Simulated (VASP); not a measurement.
# PbS: convergence, self-consistent run

PbS, Cm (no. 8), 4 atoms in the cell. R2SCAN; PAW potentials Pb_d, S (PBE set). VASP 6.6.1. The cell is changed on purpose: last atom moved by 0.08 Å along z, cell strained by +1.5% along z.

Wanted: energy within 2 meV/atom.

What the run is for: energy; Accuracy asked: standard.

POSCAR:
```
PbS
1.0
    2.0799526950     -5.9912968650      0.0000000000
    2.0799526950      5.9912968650      0.0000000000
    0.0000000000      0.0000000000      4.3435107541
Pb S
2 2
Direct
    0.1305633500      0.8694366500      0.2500000000
    0.8694366500      0.1305633500      0.7500000000
    0.3547970900      0.6452029100      0.2500000000
    0.6452029100      0.3547970900      0.7686945500
```

The series start from Plane-wave cutoff (eV): 340; k-point mesh: 6 × 6 × 5; Precision mode (PREC): Accurate; Electronic threshold (eV): 1e-6; Bands in all (NBANDS): 32; Aspherical gradient terms in the spheres (LASPH): yes; Electronic algorithm: ALGO=Normal; Use of symmetry (ISYM): defaults; Kinetic-energy density mixed (LMIXTAU): LMIXTAU=True. Each series keeps the choices made before it, and each single choice may use up half of a tolerance.

## Plane-wave cutoff (eV)

| Plane-wave cutoff (eV) | Energy less reference (meV/atom) | SCF iterations | Time (s) |
|---|---|---|---|
| 210 | 26.5 | 27 | 31 |
| 260 | -0.9 | 25 | 30 |
| 300 | -0.1 | 23 | 34 |
| 340 | 1.1 | 22 | 47 |
| 390 | 0.7 | 25 | 63 |
| 460 | 0.4 | 24 | 72 |
| 550 | 0.4 | 24 | 106 |
| 690 (reference) | 0.0 | 24 | 197 |

Chosen: 390, the loosest value from which every tighter one stays within half of the tolerance.

## k-point mesh

| k-point mesh | Energy less reference (meV/atom) | SCF iterations | Time (s) |
|---|---|---|---|
| 2 × 2 × 2 | 188.2 | 28 | 16 |
| 3 × 3 × 2 | 33.7 | 25 | 18 |
| 3 × 3 × 3 | -8.9 | 24 | 29 |
| 4 × 4 × 4 | -2.2 | 25 | 38 |
| 5 × 5 × 4 | -1.2 | 25 | 55 |
| 6 × 6 × 5 | 0.3 | 25 | 63 |
| 7 × 7 × 7 | 0.0 | 25 | 118 |
| 9 × 9 × 8 | 0.0 | 25 | 205 |
| 11 × 11 × 10 (reference) | 0.0 | 25 | 318 |

Chosen: 6 × 6 × 5.

## Precision mode (PREC)

| Precision mode (PREC) | Energy less reference (meV/atom) | SCF iterations | Time (s) |
|---|---|---|---|
| Low | -2.7 | 24 | 21 |
| SingleN | -2.7 | 24 | 21 |
| Normal | 0.1 | 25 | 25 |
| Accurate (reference) | 0.0 | 25 | 63 |

Chosen: Normal.

## Electronic threshold (eV)

| Electronic threshold (eV) | Energy less reference (meV/atom) | SCF iterations | Time (s) |
|---|---|---|---|
| 0.001 | 0.0 | 17 | 17 |
| 0.0001 | 0.0 | 20 | 21 |
| 1e-5 | 0.0 | 21 | 22 |
| 1e-6 | 0.0 | 25 | 25 |
| 1e-7 (reference) | 0.0 | 28 | 28 |

Chosen: 0.001.

## Bands in all (NBANDS)

| Bands in all (NBANDS) | Energy less reference (meV/atom) | SCF iterations | Time (s) |
|---|---|---|---|
| 21 | -0.6 | 18 | 14 |
| 22 | -0.8 | 18 | 15 |
| 24 | -0.2 | 17 | 15 |
| 26 | 0.1 | 19 | 17 |
| 32 | 0.0 | 17 | 17 |
| 44 (reference) | 0.0 | 18 | 24 |

Chosen: 21.

## Aspherical gradient terms in the spheres (LASPH)

| Aspherical gradient terms in the spheres (LASPH) | Energy less reference (meV/atom) | SCF iterations | Time (s) |
|---|---|---|---|
| yes | 0.0 | 18 | 14 |
| no | 1.7 | 18 | 12 |

Chosen: yes; no other choice that stays within half of the tolerance saves 30 % of the time.

## Electronic algorithm

| Electronic algorithm | Energy less reference (meV/atom) | SCF iterations | Time (s) |
|---|---|---|---|
| ALGO=Normal | 0.0 | 18 | 14 |
| ALGO=Fast | 0.7 | 28 | 28 |
| ALGO=VeryFast | 127.5 | 33 | 27 |
| ALGO=All ISEARCH=1 | 0.7 | 13 | 14 |
| ALGO=All ISEARCH=0 | 0.7 | 13 | 14 |
| ALGO=Damped TIME=0.4 | 0.6 | 23 | 18 |
| ALGO=Damped TIME=0.1 | 0.8 | 41 | 29 |

Chosen: ALGO=Normal.

## Use of symmetry (ISYM)

| Use of symmetry (ISYM) | Energy less reference (meV/atom) | SCF iterations | Time (s) |
|---|---|---|---|
| defaults | 0.0 | 18 | 14 |
| ISYM=1 | 0.0 | 18 | 14 |
| ISYM=0 | 0.1 | 18 | 20 |
| ISYM=-1 | 0.0 | 18 | 33 |

Chosen: defaults.

## Kinetic-energy density mixed (LMIXTAU)

| Kinetic-energy density mixed (LMIXTAU) | Energy less reference (meV/atom) | SCF iterations | Time (s) |
|---|---|---|---|
| LMIXTAU=True | 0.0 | 18 | 14 |
| LMIXTAU=False | 0.6 | 10 | 8.8 |

Chosen: LMIXTAU=False, the fastest of those that stay within half of the tolerance.

## All choices together

| Input | Energy less reference (meV/atom) | Time (s) |
|---|---|---|
| the program's defaults (naive) | -1.1 | 3.9 |
| chosen settings | 1.2 | 8.8 |
| reference settings throughout | 0.0 | 1135 |

The tolerance is met.

## The input

INCAR:
```
SYSTEM = PbS
METAGGA = R2SCAN ; ISMEAR = 0
SIGMA = 0.03 ; LWAVE = .False.
LCHARG = .False. ; ISIF = 2
PREC = Normal ; LASPH = .True.
LREAL = .False. ; ALGO = Normal
EDIFF = 0.001 ; NELM = 120
GGA_COMPAT = .False. ; ENCUT = 390
EFERMI = MIDGAP ; LMIXTAU = .False.
KPAR = 8 ; NBANDS = 21
```

KPOINTS:
```
Automatic mesh
0
Gamma
  6 6 5
  0 0 0
```

Commands:
```
cat potpaw_PBE.64/Pb_d/POTCAR potpaw_PBE.64/S/POTCAR > POTCAR
mpirun -np 8 vasp_std > vasp.out
```

The naive input happens to agree within the tolerance here, in 3.9 s.

The chosen input took VASP 6.6.1 8.8 s on 8 cores (Intel Xeon 6975P-C (Granite Rapids)), a shared host.

## An input that fails: mixing far too strong

The electronic loop stops at its limit of 51 steps.

Changes against the starting input:
```
- NELM = 120
+ NELM = 51
+ IMIX = 1
+ AMIX = 1.5
+ BMIX = 0.0001
```
